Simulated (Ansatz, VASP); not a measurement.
# TiAs: VASP beside Ansatz, part 2 of 2

One calculation is typed for both programs; each brings its own data sets and cutoff. How far apart do they land?

VASP 6.6.1 and Ansatz 0.2.0.

So far: The structure; VASP: relaxation of cell and atoms, r2SCAN.

**3. Ansatz: relaxation of cell and atoms, r2SCAN**

Level of this step: Ansatz beside VASP: Kohn-Sham DFT, plane waves, r2SCAN (Ansatz).

Ansatz runs on its default PAW (the set named soft_2) files.

The same cell, functional, mesh and smearing now go to Ansatz, which takes its cutoff from its data sets.

Input file input.yaml:

```yaml
crystal:
  lattice:
    - [3.6444535024, 0.0, 0.0]
    - [-1.8222267512, 3.156189316, 0.0]
    - [0.0, 0.0, 12.04348028]
  atoms:
    - { symbol: Ti, position: [0.33333333, 0.66666667, 0.11749296] }
    - { symbol: Ti, position: [0.66666667, 0.33333333, 0.61749296] }
    - { symbol: Ti, position: [0.66666667, 0.33333333, 0.88250704] }
    - { symbol: Ti, position: [0.33333333, 0.66666667, 0.38250704] }
    - { symbol: As, position: [0.0, 0.0, 0.0] }
    - { symbol: As, position: [0.0, 0.0, 0.5] }
    - { symbol: As, position: [0.33333333, 0.66666667, 0.75] }
    - { symbol: As, position: [0.66666667, 0.33333333, 0.25] }
hamiltonian:
  xc: r2scan
  pseudopotentials: { kind: paw }
kpoints:
  mp_grid: { grid: [7, 7, 2] }
scf:
  occupations: { method: fermi_dirac, width: 0.05 }
relax:
  f_tol: 0.01
  max_steps: 60
  cell: { stress_tol: 0.05 }
output:
  forces: true
  stress: true
```

Command:

```sh
ansatz run input.yaml --threads 4 --pin off --max-ram 9216MiB --backend cpu --events-out ev --progress --plain --runs-dir out
```

Numbers of over 12 decimals in the logs are rounded to 6 here.

The log of the run:

```text
Engine: ansatz 0.2.0, aarch64-unknown-linux-gnu
Pseudopotentials: kind: paw
Pseudopotential: Ti, paw, valence charge 12, recommended cutoff 500 eV (meta_gga), Ti.paw.azcp
Pseudopotential: As, paw, valence charge 15, recommended cutoff 500 eV (meta_gga), As.paw.azcp
Functional definition: r2SCAN
  parameter k0 = 0.174
  parameter k1 = 0.065
  parameter a1 = 4.9479
  exchange = r2scan_x(k0 = k0, k1 = k1, a1 = a1)
  correlation = r2scan_c
Crystal: 8 atoms, lattice volume = 138.531 Å³
Basis set: ecut = 500 eV, 3547 PW (Γ), exchange–correlation on 108×108×360 points (64 copies of the dense FFT grid, shifted against one another)
Bands: 65, of which v1, the nominal top of the filled ones, is band 54 counted from 1 (53 counted from 0)
Symmetry: 24 space group operations
Space group: P63/mmc (ITA 194), of the structure as read, at distance tolerance 5.2e-5 Å
k-points: 16 of 98
Non-local potential: Ti, projectors of the file, l = 0: 3, l = 1: 2, l = 2: 3, l = 3: 1
Non-local potential: As, projectors of the file, l = 0: 2, l = 1: 2, l = 2: 3, l = 3: 1
PAW form: soft (Blöchl's): semilocal exchange-correlation on the pseudo side does not see the compensation charge
PAW frozen core: Ti, regenerated for the run's functional (the file was generated under x = pbe(κ = 0.804, μ = 0.219515), c = pbe(β = 0.066725))
PAW frozen core: As, regenerated for the run's functional (the file was generated under x = pbe(κ = 0.804, μ = 0.219515), c = pbe(β = 0.066725))
PAW one-centre angular grid: Ti, 590 points (default); XC on 160 Gauss nodes
PAW one-centre angular grid: As, 590 points (default); XC on 160 Gauss nodes
Initial density: superposition of atomic densities (neutral atoms: chi_scale 0, normalization atom), corrected by the library's trained network
Initial wavefunctions: pseudopotential atomic-orbital guess
Functional: x = r2scan, c = r2scan; τ floored in thin density (d = 2e-4 eV/Å³)
SCF iter   1: F=—  HF=-29484.264877 eV  |F-HF|=—  |Δ(HF+E_count)|=         —  Δρ=1.81e-2  dr2=6.42e-1  dr2_τ=5.68e-2  ethr=1.77e-3  ⟨swp⟩=5.9  Hψ=3686  notcnv=0
preconditioner: auto → Kerker (q_TF=auto, 2.617 Å⁻¹)  [metal: Δε(μ)=0.034 eV  Ē_g=6.644 eV  σ=0.050 eV  W_gap=0.16  n_scr=52 (ndim 8)  ℏωp=18.9 eV  f_vac=0.000  D(μ)=4.26/eV (n_scr^D=38)]
SCF iter   2: F=—  HF=-29484.353339 eV  |F-HF|=—  |Δ(HF+E_count)|=   8.85e-2  Δρ=3.71e-3  dr2=1.52e-2  dr2_τ=8.84e-3  ethr=5.95e-4  ⟨swp⟩=3.8  Hψ=2256  notcnv=0  defer=9
SCF iter   3: F=—  HF=-29484.358601 eV  |F-HF|=—  |Δ(HF+E_count)|=   5.26e-3  Δρ=2.44e-3  dr2=7.08e-3  dr2_τ=5.27e-4  ethr=1.40e-5  ⟨swp⟩=2.0  Hψ=1868  notcnv=0  defer=9
SCF iter   4: F=—  HF=-29484.362886 eV  |F-HF|=—  |Δ(HF+E_count)|=   4.29e-3  Δρ=5.69e-4  dr2=3.67e-4  dr2_τ=2.78e-5  ethr=6.55e-6  ⟨swp⟩=2.8  Hψ=1918  notcnv=0  defer=9
SCF iter   5: F=—  HF=-29484.363020 eV  |F-HF|=—  |Δ(HF+E_count)|=   1.34e-4  Δρ=2.26e-4  dr2=8.83e-5  dr2_τ=2.49e-6  ethr=3.39e-7  ⟨swp⟩=2.0  Hψ=1831  notcnv=0  defer=9
SCF iter   6: F=—  HF=-29484.363095 eV  |F-HF|=—  |Δ(HF+E_count)|=   7.51e-5  Δρ=8.82e-5  dr2=1.21e-5  dr2_τ=4.31e-7  ethr=8.17e-8  ⟨swp⟩=2.0  Hψ=1329  notcnv=0  defer=9
SCF iter   7: F=—  HF=-29484.363104 eV  |F-HF|=—  |Δ(HF+E_count)|=   9.52e-6  Δρ=3.06e-5  dr2=2.21e-6  dr2_τ=4.35e-8  ethr=1.12e-8  ⟨swp⟩=2.0  Hψ=1324  notcnv=0  defer=9
SCF iter   8: F=—  HF=-29484.363105 eV  |F-HF|=—  |Δ(HF+E_count)|=   6.54e-7  Δρ=8.54e-6  dr2=2.48e-7  dr2_τ=3.06e-9  ethr=2.04e-9  ⟨swp⟩=2.0  Hψ=1835  notcnv=0  defer=9
SCF iter   9: F=-29484.363105 eV  HF=-29484.363105 eV  |F-HF|=2.07e-8  |Δ(HF+E_count)|=   9.19e-8  Δρ=4.16e-6  dr2=5.21e-8  dr2_τ=1.09e-9  ethr=9.26e-11  ⟨swp⟩=4.1  Hψ=3582  notcnv=0
SCF 1 converged in 9 iterations: F = -29484.363105 eV  dr2 = 5.21e-8
  greatest PAW one-centre occupation: 1.001 electrons in one spin orbital (limit 2), on the Ti atom at site 3 (counted from 0), in its partial waves of l = 1
relax step   1: F+E_penalty+E_count = -29484.36310483 eV  Δ(F+E_penalty+E_count) = +0.000e0 eV  max|allowed force component| = 4.363e-2 eV/Å  Δτ_max = 0.0000 Å  P = -0.313 GPa  Ω = 138.531 Å³  (9 SCF iters, dr2 threshold 1.00e-7 eV, accepted)
[...]
relax step   2: F+E_penalty+E_count = -29484.36383977 eV  Δ(F+E_penalty+E_count) = -7.349e-4 eV  max|allowed force component| = 1.188e-2 eV/Å  Δτ_max = 0.0036 Å  P = +0.047 GPa  Ω = 138.116 Å³  energy of the carried Pulay correction = +1.584e-4 eV  (6 SCF iters, dr2 threshold 3.42e-7 eV, accepted)
[...]
relax step   3: F+E_penalty+E_count = -29484.36391638 eV  Δ(F+E_penalty+E_count) = -7.661e-5 eV  max|allowed force component| = 6.557e-4 eV/Å  Δτ_max = 0.0007 Å  P = +0.018 GPa  Ω = 138.159 Å³  energy of the carried Pulay correction = +1.417e-4 eV  (6 SCF iters, dr2 threshold 2.75e-8 eV, accepted)
[...]
relax step   4: F+E_penalty+E_count = -29484.36377843 eV  Δ(F+E_penalty+E_count) = +1.379e-4 eV  max|allowed force component| = 6.566e-4 eV/Å  Δτ_max = 0.0000 Å  P = +0.018 GPa  Ω = 138.159 Å³  stress off target by 3.50e-2 GPa  SCF on the basis re-selected at this cell (its energy is not comparable with the rows above)  (5 SCF iters)
basis re-selected at this cell: Δ(F+E_penalty+E_count) = +1.379e-4 eV, ΔP = -0.000 GPa vs the last step (what re-selecting the basis moved, of the pressure what is left beyond the Pulay correction that the steps carried, after the strain that the cell walked since its last selection, with what the two solves' SCF thresholds leave and, on support functions, any second-order correction that the steps lacked; it is no m [...]
SCF converged after 5 iterations
Free energy (F): -29484.363778 eV
Harris-Foulkes:  -29484.363778 eV  (|F-HF|=2.91e-11)
Internal energy: -29484.331812 eV  (E = F + TS)
E sigma→0 (E₀):  -29484.347795 eV
Entropy (-TS):   -0.031966 eV (-3.996 meV/atom)
Fermi energy:    13.861331 eV
--- Per-component energies (eV) ---
  E_band       = -1464.260815
  E_kinetic    = 1512.517728
  E_local      = -9274.853279  (includes V_loc(G=0)·N_el)
  E_nonlocal   = -2649.033140
  E_hartree    = 4807.013120
  E_xc         = -675.933995
  E_vxc        = -878.317689  (∫ρ·V_xc dr)
  E_paw        = -11619.391771  (= ΣΔE_a)
  E_vpaw       = 157.405587  (= ΣTr[D̂ρ^β])
  E_aug_tail   = 0.000367  (compensation charges beyond the density's cutoff)
  E_vtau       = 53.993331  (kinetic-family band-sum trace: ∫τ·v_τ [+ j·A + Jᵃ·Aᵃ] dr)
  E_ewald      = -11577.807383
  E_core_change = -6.843460  (= ΣΔE_core)
  E_smearing   = -0.031966  (= −TS)
  E_closure    = 0.000000  (closes the sum)
  Σ components = -29484.363778   (vs F -29484.363778, Δ=0.00e0)
--- Forces (eV/Å), atoms counted from 1 ---
  atom   1  Ti     0.00000000    -0.00000000    -0.00065661
  atom   2  Ti    -0.00000000     0.00000000    -0.00065661
  atom   3  Ti    -0.00000000     0.00000000     0.00065661
  atom   4  Ti     0.00000000    -0.00000000     0.00065661
  atom   5  As     0.00000000    -0.00000000     0.00000000
  atom   6  As     0.00000000     0.00000000     0.00000000
  atom   7  As    -0.00000000    -0.00000000     0.00000000
  atom   8  As     0.00000000     0.00000000     0.00000000
  max |Σ_I F_I| component: 1.39e-17 eV/Å
--- Stress (GPa, compression-positive) ---
        0.008857       0.000000      -0.000000
        0.000000       0.008857      -0.000000
       -0.000000      -0.000000       0.035020
  P = ⅓ Tr σ = 0.0176 GPa (0.176 kbar)
--- Relaxed structure (3 steps of the walk, 3 accepted, 1 SCFs on fresh bases) ---
  F+E_penalty+E_count = -29484.36377843 eV   max|allowed force component| = 6.566e-4 eV/Å   (the final SCF, on the basis selected at the relaxed cell)
  cell:  # Å, volume = 138.1594 Å³
    - [3.639778, 0.0, 0.0]
    - [-1.819889, 3.152141, 0.0]
    - [0.0, 0.0, 12.042039]
  atoms:
    - { symbol: Ti, position: [0.333333, 0.666667, 0.117250] }
    - { symbol: Ti, position: [0.666667, 0.333333, 0.617250] }
    - { symbol: Ti, position: [0.666667, 0.333333, 0.882750] }
    - { symbol: Ti, position: [0.333333, 0.666667, 0.382750] }
    - { symbol: As, position: [0, 0, 0] }
    - { symbol: As, position: [0, 0, 0.5] }
    - { symbol: As, position: [0.333333, 0.666667, 0.750000] }
    - { symbol: As, position: [0.666667, 0.333333, 0.25] }
```

Run time: 17 s. Hardware: 4 threads of Arm Neoverse V2, shared host; peak memory 0.8 GiB.

**4. Side by side**

Known differences besides the potentials themselves: VASP keeps PBE cores, Ansatz makes them for the functional; both relaxations stop at a tolerance, which leaves soft axes loose, and VASP keeps its plane-wave basis; the data sets hold 108 valence electrons in Ansatz (default PAW (the set named soft_2) files) and 68 in VASP; the cutoff is 500 eV in Ansatz and 520 eV in VASP; Ansatz adds a Pulay correction to the stress that steers its cell, VASP none. Total energies have different zeros and are not compared.

The two programs side by side:

```tsv
quantity	Ansatz	VASP	difference
volume (Å³)	138.16	138.58	-0.30 %
edge a after relaxation, in the typed setting (Å)	3.640	3.643	-0.10 %
edge c after relaxation, in the typed setting (Å)	12.042	12.054	-0.10 %
```

The walks stopped with 0.02 GPa left in Ansatz and -0.03 GPa in VASP; each walk ends within a tolerance, so the volume difference is uncertain by about these residues over the bulk modulus, most in soft cells.

**5. Results**

| Quantity | Value |
| --- | --- |
| difference in volume (relaxation of cell and atoms, r2SCAN) | -0.30 % |

In words: The difference in volume is -0.30 % (relaxation of cell and atoms, r2SCAN), within the 1.2 % picked in this series as the mark of a large difference, as far as the stopping tolerances let one tell. How closely two codes agree says nothing of how well the functional describes the real material.

[Lines on the potential files, build, host, timing and source positions are cut from VASP's logs without a mark.]

[Logs are printed without paths, hosts, clocks, repeated set-up lines and the standing remarks that a program may print on its own settings, such as how far it seeks lower states.]

[Hosts, paths, dates, database ids (printed as entryN), source tags and the programs' standing remarks are cut or masked in the printed files.]
